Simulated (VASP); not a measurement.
# Br (Cmce) in VASP: a series of runs

One crystal, Br, is run at these levels: PBE; tasks: equation of state.

Program: VASP 6.6.1. These are calculated values, not measurements. Logs are shortened: lines on timing, memory, paths and dates and some standing lists are left out, and cuts for length are marked.

## 1. Starting point

It takes space group Cmce (No. 64, orthorhombic). The conventional cell has a = 8.435 Å, b = 4.269 Å, c = 8.708 Å, α = 90.00°, β = 90.00°, γ = 90.00°. Br (site symmetry m) is surrounded by 1 Br at 2.39 Å.

## 2. Equation of state, PBE, 37.63 Å³/atom (a relaxed cell with its volume scaled by 0.96)

INCAR

```
PREC = Accurate
ENCUT = 520
EDIFF = 1E-6
ISMEAR = 0
SIGMA = 0.02
LREAL = False
LASPH = True
NELM = 80
ALGO = Fast
ISIF = 2
LWAVE = False
LCHARG = False
GGA = PE
KPAR = 2
```

KPOINTS

```
Automatic mesh
0
Gamma
  6 6 4
```

POSCAR

```
Br                                      
1.0
    4.1604689013     -2.1058887219      0.0000000000
    4.1604689013      2.1058887219     -0.0000000000
    0.0000000000      0.0000000000      8.5905910410
  Br            
     4
Direct
     0.3576010311597839    0.6423989688402160    0.3817694644155540
     0.1423989688402162    0.8576010311597840    0.8817694644155541
     0.6423989688402160    0.3576010311597839    0.6182305355844459
     0.8576010311597840    0.1423989688402162    0.1182305355844459
```

Potentials or basis: VASP PAW PBE potentials, release 64 (Br).

Started as:

```sh
$ cat potpaw_PBE.64/Br/POTCAR > POTCAR
$ mpirun -np 2 vasp_std > vasp.out
```

OUTCAR:

```text
PREC = Accurate
   ENCUT = 520
   EDIFF = 1E-6
   ISMEAR = 0
   LREAL = False
   LASPH = True
   NELM = 80
   ISIF = 2
   GGA = PE

 ion  position               nearest neighbor table
   1  0.358  0.642  0.382-   3 2.36
   2  0.142  0.858  0.882-   4 2.36
   3  0.642  0.358  0.618-   1 2.36
   4  0.858  0.142  0.118-   2 2.36

  LATTYP: Found a base centered orthorhombic cell.
 ALAT       =     4.2117774438
 B/A-ratio  =     1.9756356820
 C/A-ratio  =     2.0396593020

  Lattice vectors:

 A1 = (  -4.1604689013,  -2.1058887219,   0.0000000000)
 A2 = (   4.1604689013,  -2.1058887219,   0.0000000000)
 A3 = (   0.0000000000,   0.0000000000,   8.5905910410)

Analysis of symmetry for initial positions (statically):
=====================================================================
 Subroutine PRICEL returns:
 Original cell was already a primitive cell.

 Routine SETGRP: Setting up the symmetry group for a
 base centered orthorhombic supercell.

 Subroutine GETGRP returns: Found  8 space group operations
 (whereof  4 operations were pure point group operations)
 out of a pool of  8 trial point group operations.

The static configuration has the point symmetry C_2h.
 The point group associated with its full space group is D_2h.

Analysis of symmetry for dynamics (positions and initial velocities):
=====================================================================
 Subroutine PRICEL returns:
 Original cell was already a primitive cell.

 Routine SETGRP: Setting up the symmetry group for a
 base centered orthorhombic supercell.

 Subroutine GETGRP returns: Found  8 space group operations
 (whereof  4 operations were pure point group operations)
 out of a pool of  8 trial point group operations.

The dynamic configuration has the point symmetry C_2h.
 The point group associated with its full space group is D_2h.

 Subroutine INISYM returns: Found  8 space group operations
 (whereof  4 operations are pure point group operations),
 and found     1 'primitive' translations

----------------------------------------------------------------------------------------

                                     Primitive cell

  volume of cell :     150.5327

  direct lattice vectors                    reciprocal lattice vectors
     4.160468901 -2.105888722  0.000000000     0.120178762 -0.237429450  0.000000000
     4.160468901  2.105888722  0.000000000     0.120178762  0.237429450  0.000000000
[... 87 lines left out ...]
   ENCUT  =  520.0 eV  38.22 Ry    6.18 a.u.   8.67  8.67 15.97*2*pi/ulx,y,z
   NELM   =     80;   NELMIN=  2; NELMDL= -5     # of ELM steps
   EDIFF  = 0.1E-05   stopping-criterion for ELM
   LREAL  =      F    real-space projection
   EDIFFG = 0.1E-04   stopping-criterion for IOM
   NSW    =      0    number of steps for IOM
   IBRION =     -1    ionic relax: 0-MD 1-quasi-New 2-CG
   NFREE  =      0    steps in history (QN), initial steepest desc. (CG)
   ISIF   =      2    stress and relaxation
   ISYM   =      2    0-nonsym 1-usesym 2-fastsym
   POTIM  = 0.5000    time-step for ionic-motion
   TEBEG  =    0.0;   TEEND  =   0.0 temperature during run
   PSTRESS=    0.0 pullay stress
   NELECT =      28.0000    total number of electrons
   NUPDOWN=      -1.0000    fix difference up-down
   EMIN   =  10.00;   EMAX   =-10.00  energy-range for DOS
   EFERMI =   0.00;   METHOD = LEGACY
   ISMEAR =     0;   SIGMA  =   0.02  broadening in eV -4-tet -1-fermi 0-gaus
   EFERMI_NEDOS =   21; number of points for ismear=-14 and -15
   IALGO  =     68    algorithm
   IMIX   =      4    mixing-type and parameters
     AMIX     =   0.40;   BMIX     =  1.00
     AMIX_MAG =   1.60;   BMIX_MAG =  1.00
  volume/ion in A,a.u.               =      37.63       253.96
  Fermi-wavevector in a.u.,A,eV,Ry     =   0.934510  1.765968 11.882088  0.873309
  Thomas-Fermi vector in A             =   2.061322
   LORBIT       =      0    0 simple, 1 ext, 2 COOP (PROOUT), +10 PAW based schemes
   GGA     = PE    functional components
   LHFCALC =     F    Hartree Fock is set to
   AEXX    =    0.0000 exact exchange contribution
   IVDW    =     0    specifies the selected vdW correction
   LEPSILON=     F    determine dielectric tensor
   LRPA    =     F    only Hartree local field effects (RPA)
 non-spin polarized calculation
 RMM-DIIS sequential band-by-band and
 Gauss-broadening in eV      SIGMA  =   0.02
  energy-cutoff  :      520.00
  volume of cell :      150.53
 maximum number of plane-waves:      4074
   NGX = 17   NGY = 17   NGZ = 31

 number of electron      27.9999998 magnetization

 Free energy of the ion-electron system (eV)
  ---------------------------------------------------
  ext. energy  EPLUGINS =         0.00000000
  ---------------------------------------------------
  free energy    TOTEN  =        -6.54770166 eV

  energy without entropy =       -6.54770166  energy(sigma->0) =       -6.54770166

 E-fermi :  -0.7440     XC(G=0):  -7.3125

 val. band max:       -0.8376211602   @ k =   0.0000   0.0000   0.0000
 cond. band min:       0.6384126158   @ k =   0.0000   0.0000   0.0000
 fundamental gap:      1.4760337760
 Fermi energy:        -0.7439979322

 k-point     1 :       0.0000    0.0000    0.0000
  band No.  band energies     occupation
      1     -16.7115      2.00000
      2     -16.1329      2.00000
      3     -14.4219      2.00000
      4     -13.3223      2.00000
      5      -5.9239      2.00000
      6      -4.5611      2.00000
[... 481 lines left out ...]
      5      -5.7723      2.00000
      6      -5.0610      2.00000
[... 10 lines left out ...]
     17       7.0289      0.00000
     18       7.1990      0.00000

 [... further k-points ...]
[... 5 lines left out ...]
  --------------------------------------------------------------------------------------
  -------------------------------------------------------------------------------------
  Total        0.0762866      0.9791266      1.9668190      0.0000000      0.0000000      0.0000000
  in kB        0.8119473     10.4212235     20.9336152      0.0000000      0.0000000      0.0000000
  external PRESSURE =      10.7222620 kB  Pullay stress =       0.0000000 kB

 VOLUME and BASIS-vectors are now :
 -----------------------------------------------------------------------------
  energy-cutoff  :      520.00
  volume of cell :      150.53
      direct lattice vectors                 reciprocal lattice vectors
     4.160468901 -2.105888722  0.000000000     0.120178762 -0.237429450  0.000000000
     4.160468901  2.105888722  0.000000000     0.120178762  0.237429450  0.000000000
     0.000000000  0.000000000  8.590591041     0.000000000  0.000000000  0.116406426

 POSITION                                       TOTAL-FORCE (eV/Angst)
 -----------------------------------------------------------------------------------
      4.16047      0.59975      3.27963         0.000000      0.186248     -0.244601
      4.16047      1.50614      7.57492         0.000000     -0.186248     -0.244601
      4.16047     -0.59975      5.31097         0.000000     -0.186248      0.244601
      4.16047     -1.50614      1.01567         0.000000      0.186248      0.244601
 -----------------------------------------------------------------------------------
    total drift:                               -0.000000     -0.000000      0.000000

  FREE ENERGIE OF THE ION-ELECTRON SYSTEM (eV)
  ---------------------------------------------------
  free  energy   TOTEN  =        -6.5477016595 eV

  energy  without entropy=       -6.5477016595  energy(sigma->0) =       -6.54770166
```

OSZICAR:

```text
N       E                     dE             d eps       ncg     rms          rms(c)
DAV:   1     0.195311202724E+03    0.19531E+03   -0.11279E+04  1404   0.127E+03
DAV:   2     0.910994768160E+01   -0.18620E+03   -0.18341E+03  2058   0.213E+02
DAV:   3    -0.672809771980E+01   -0.15838E+02   -0.15806E+02  1702   0.747E+01
DAV:   4    -0.690280502032E+01   -0.17471E+00   -0.17458E+00  1706   0.913E+00
DAV:   5    -0.690422772166E+01   -0.14227E-02   -0.14226E-02  1636   0.858E-01    0.112E+01
RMM:   6    -0.664211532533E+01    0.26211E+00   -0.17362E-01  1468   0.248E+00    0.694E+00
RMM:   7    -0.655217876750E+01    0.89937E-01   -0.41195E-01  1585   0.403E+00    0.533E-01
RMM:   8    -0.654792079356E+01    0.42580E-02   -0.36579E-02  1521   0.137E+00    0.164E-01
RMM:   9    -0.654763646582E+01    0.28433E-03   -0.27761E-03  1638   0.408E-01    0.663E-02
RMM:  10    -0.654770181484E+01   -0.65349E-04   -0.65629E-04  1624   0.182E-01    0.317E-02
RMM:  11    -0.654769810545E+01    0.37094E-05   -0.98966E-05  1623   0.719E-02    0.980E-03
RMM:  12    -0.654770116603E+01   -0.30606E-05   -0.21156E-05  1689   0.318E-02    0.244E-03
RMM:  13    -0.654770165947E+01   -0.49344E-06   -0.46708E-06  1108   0.144E-02
   1 F= -.65477017E+01 E0= -.65477017E+01  d E =-.238396E-13
```

stdout:

```text
POSCAR found type information on POSCAR Br
 POSCAR found :  1 types and       4 ions
 scaLAPACK will be used
 LDA part: xc-table for (Slater+PW92), standard interpolation
 POSCAR, INCAR and KPOINTS ok, starting setup
 FFT: planning ... GRIDC
 FFT: planning ... GRID_SOFT
 FFT: planning ... GRID
 WAVECAR not read
 entering main loop
```

Run time: 20 s. Hardware: 2 MPI ranks of Intel Xeon 6975P-C (Granite Rapids), shared host; peak memory 0.28 GiB.

Results:

- Free energy: -6.5477 eV
- Pressure: 1.1 GPa
- Largest force: 0.307 eV/Å
- Band gap on the k mesh: 1.48 eV, direct

## 3. Equation of state, PBE, 38.42 Å³/atom (a relaxed cell with its volume scaled by 0.98)

INCAR is that of step 2.

KPOINTS is that of step 2.

POSCAR, as its differences from that of step 2:

```diff
@@ -2,5 +2,5 @@
 1.0
-    4.1604689013     -2.1058887219      0.0000000000
-    4.1604689013      2.1058887219     -0.0000000000
-    0.0000000000      0.0000000000      8.5905910410
+    4.1891626970     -2.1204125513      0.0000000000
+    4.1891626970      2.1204125513     -0.0000000000
+    0.0000000000      0.0000000000      8.6498383687
   Br
```

Potentials or basis: VASP PAW PBE potentials, release 64 (Br).

Started as:

```sh
$ cat potpaw_PBE.64/Br/POTCAR > POTCAR
$ mpirun -np 2 vasp_std > vasp.out
```

Wall time 22 s (2 MPI ranks of Intel Xeon 6975P-C (Granite Rapids), shared host); peak memory 0.28 GiB.

It converged, with:

```yaml
Free_energy: -6.5632 eV
Pressure: 0.5 GPa
Largest_force: 0.149 eV/Å
Band_gap_on_the_k_mesh: 1.42 eV, direct
```

## 4. Equation of state, PBE, 39.20 Å³/atom

INCAR is that of step 3.

KPOINTS is that of step 3.

POSCAR, as its differences from that of step 3:

```diff
@@ -2,5 +2,5 @@
 1.0
-    4.1891626970     -2.1204125513      0.0000000000
-    4.1891626970      2.1204125513     -0.0000000000
-    0.0000000000      0.0000000000      8.6498383687
+    4.2174687090     -2.1347400978      0.0000000000
+    4.2174687090      2.1347400978     -0.0000000000
+    0.0000000000      0.0000000000      8.7082849954
   Br
```

Started as:

```sh
$ cat potpaw_PBE.64/Br/POTCAR > POTCAR
$ mpirun -np 2 vasp_std > vasp.out
```

Wall time 23 s (2 MPI ranks of Intel Xeon 6975P-C (Granite Rapids), shared host); peak memory 0.3 GiB.

Results (log left out):

```yaml
Free_energy: -6.5684 eV
Pressure: 0.0 GPa
Largest_force: 0.007 eV/Å
Band_gap_on_the_k_mesh: 1.37 eV, direct
```

## 5. Equation of state, PBE, 39.99 Å³/atom (a relaxed cell with its volume scaled by 1.02)

INCAR is that of step 4.

KPOINTS is that of step 4.

POSCAR, as its differences from that of step 4:

```diff
@@ -2,5 +2,5 @@
 1.0
-    4.2174687090     -2.1347400978      0.0000000000
-    4.2174687090      2.1347400978     -0.0000000000
-    0.0000000000      0.0000000000      8.7082849954
+    4.2453997793     -2.1488778614      0.0000000000
+    4.2453997793      2.1488778614     -0.0000000000
+    0.0000000000      0.0000000000      8.7659574377
   Br
```

Started as:

```sh
$ cat potpaw_PBE.64/Br/POTCAR > POTCAR
$ mpirun -np 2 vasp_std > vasp.out
```

It took 22 s on 2 MPI ranks of Intel Xeon 6975P-C (Granite Rapids), shared host; peak memory 0.3 GiB.

Results (log left out):

```yaml
Free_energy: -6.5645 eV
Pressure: -0.4 GPa
Largest_force: 0.134 eV/Å
Band_gap_on_the_k_mesh: 1.32 eV, direct
```

## 6. Equation of state, PBE, 40.77 Å³/atom (a relaxed cell with its volume scaled by 1.04)

INCAR is that of step 5.

KPOINTS is that of step 5.

POSCAR, as its differences from that of step 5:

```diff
@@ -2,5 +2,5 @@
 1.0
-    4.2453997793     -2.1488778614      0.0000000000
-    4.2453997793      2.1488778614     -0.0000000000
-    0.0000000000      0.0000000000      8.7659574377
+    4.2729680828     -2.1628320047      0.0000000000
+    4.2729680828      2.1628320047     -0.0000000000
+    0.0000000000      0.0000000000      8.8228808343
   Br
```

Potentials or basis: VASP PAW PBE potentials, release 64 (Br).

Started as:

```sh
$ cat potpaw_PBE.64/Br/POTCAR > POTCAR
$ mpirun -np 2 vasp_std > vasp.out
```

It took 22 s on 2 MPI ranks of Intel Xeon 6975P-C (Granite Rapids), shared host; peak memory 0.29 GiB.

It converged, with:

```
Free energy            : -6.5525 eV
Pressure               : -0.8 GPa
Largest force          : 0.260 eV/Å
Band gap on the k mesh : 1.27 eV, direct
```

## 7. Equation of state, PBE

Potentials or basis: VASP PAW PBE potentials, release 64 (Br).

No new run: the results of the series are fitted here.

Results:

| Property | Result |
| --- | --- |
| Equilibrium volume | 39.24 Å³/atom |
| Bulk modulus at fixed shape and positions | 23 GPa |
| Pressure derivative of the bulk modulus | 4.9 (rough: it moves with the points fitted) |

Energy against volume, from the lowest point:
| volume (Å³/atom) | energy (meV/atom) |
| --- | --- |
| 37.633 | 5.18 |
| 38.417 | 1.31 |
| 39.201 | 0.00 |
| 39.985 | 0.98 |
| 40.769 | 3.99 |

Caveat: the cell was scaled at fixed shape and fractional positions, which overstates the stiffness of a crystal with free parameters, most of all of layers and chains.
